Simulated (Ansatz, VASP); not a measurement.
**Ni: VASP beside Ansatz**

```
CELL_PARAMETERS angstrom
0.00000 1.75608 1.75608
1.75608 0.00000 1.75608
1.75608 1.75608 0.00000
ATOMIC_POSITIONS crystal
Ni 0.00000 0.00000 0.00000
```

Change from the starting cell: volume scaled by 0.98.

Alike in both runs: task single point; functional PBE; k mesh 20 × 20 × 20; occupations fermi-dirac, width 0.05 eV; collinear spin.

```csv
,VASP,Ansatz
version,VASP 6.6.1,Ansatz 0.2.0
potentials or method,"VASP PAW PBE potentials, release 64 (Ni), cutoff 520 eV","all-electron LAPW, scalar-relativistic"
```

```csv
,VASP,Ansatz,Ansatz less VASP
pressure (GPa),1.1,1.1,+0.04
net moment per atom (μB),0.63,0.64,+0.010
size of the moment on the site where the two differ most (μB),0.64,0.66,+0.024
```

Site moments also hang on the region over which each program counts them. Ansatz ran all-electron here, so the differences hold the error of VASP's frozen core and of both bases.
